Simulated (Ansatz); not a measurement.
**Zr3N4: Field gradients at the nuclei**

The cell is a structure deposited in the COD, atoms as given.

Space group I-43d (No. 220); a = 6.7400 Å.

| site | Wyckoff | site symmetry | x | y | z |
| --- | --- | --- | --- | --- | --- |
| Zr | 12a | -4.. | 0.3750 | 0.0000 | 0.2500 |
| N | 16c | .3. | 0.0630 | 0.0630 | 0.0630 |

One atom of each set is listed; the run and its k-mesh use a cell of 14 atoms with edges of 5.84, 5.84, 5.84 Å.

Method: Kohn–Sham DFT in Ansatz, PBE, plane waves and PAW, scalar-relativistic, 420 eV cutoff, Γ-centred 6×6×6 k-points, Fermi–Dirac smearing 0.02 eV.

C_Q = eQV_zz/h, which is 24.18 MHz for Q = 1 b and V_zz = 10²¹ V/m²; η = (V_xx − V_yy)/V_zz.

Zr-91: I = 5/2, Q = -176.0 mb; 14N: I = 1, Q = 20.44 mb. Q values from Pyykkö, Mol. Phys. 116, 1328 (2018).

Problem. Which values are expected at the nuclei?

Solution. 

```tsv
site	atoms	first shell	V_xx, V_yy, V_zz (10²¹ V/m²)	η	C_Q (MHz)
Zr	6	8 N at 2.19–2.49 Å	-7.00, -7.00, 14.01	0.00	-59.6
N	8	6 Zr at 2.19–2.49 Å	-0.44, -0.44, 0.89	0.00	0.438
```

An axis of threefold or higher order runs through Zr and N, so V_zz lies along it and η is zero.

The calculated pressure of 8 GPa (PBE) comes partly from the unrelaxed atoms: it is 4.2 GPa once they are relaxed in the same cell. The largest force is 0.3 eV/Å, so the atoms aren't at the calculated equilibrium and relaxing them would move these values. Without spin–orbit coupling (the program notes it for Zr) the gradients can shift somewhat, as the gap is small. With a gap of 0.7 eV on this mesh, small gradients can still move by 0.1 × 10²¹ V/m² or more as the k-mesh gets denser.

The run took 6.9 s of wall time (23 s of CPU time) and 0.66 GiB at its peak, on 4 threads of Intel Xeon Platinum 8259CL CPU @ 2.50GHz (Skylake/Cascade Lake) (x86_64; 16 cores open to the job, memory cap 8.0 GiB, no GPU), a shared host with a load of 0.6 a core.
